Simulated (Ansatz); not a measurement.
# Pd (fcc type): the cost of one run

Computed with Ansatz 0.2.0 (DFT, PBE, all-electron LAPW, scalar-relativistic, unless a step's input says otherwise).

### Step 1. Starting point

The structure is cubic, space group Fm-3m (No. 225). Conventional cell: a = 3.629 Å, b = 3.629 Å, c = 3.629 Å, α = 90.00°, β = 90.00°, γ = 90.00°. Around Pd (site symmetry m-3m) lie 12 Pd at 2.57 Å.

As a file:

```
Pd
1.0
     0.00000    1.81454    1.81454
     1.81454    0.00000    1.81454
     1.81454    1.81454    0.00000
Pd
1
Direct
  0.00000 0.00000 0.00000
```

### Step 2. Fcc relaxed under pressure, LAPW

The input, input.yaml:

```yaml
crystal:
  lattice:
    - [0.0, 1.8145430673, 1.8145430673]
    - [1.8145430673, 0.0, 1.8145430673]
    - [1.8145430673, 1.8145430673, 0.0]
  atoms:
    - { symbol: Pd, position: [0.0, 0.0, 0.0] }
kpoints:
  mp_grid: { grid: [18, 18, 18] }
scf:
  occupations: { method: fermi_dirac, width: 0.05 }
hamiltonian:
  xc: pbe
  pseudopotentials: { kind: all_electron, lapw: { basis_error: 0.0005 } }
output:
  forces: true
  stress: true
  eigenvalues: true
relax:
  f_tol: 0.005
  max_steps: 12
  cell: { p_target: 82.0, stress_tol: 0.041 }
```

Started as:

```console
$ ansatz run input.yaml --threads 1 --pin off --max-ram 3584MiB --backend cpu --events-out ev --progress --plain --runs-dir out
```

**Question.** How long does this run take on 1 thread of AMD EPYC 7R43 (Zen 3), shared host, and how much memory does it need?

About 23 s, with a peak of 0.5 GiB.
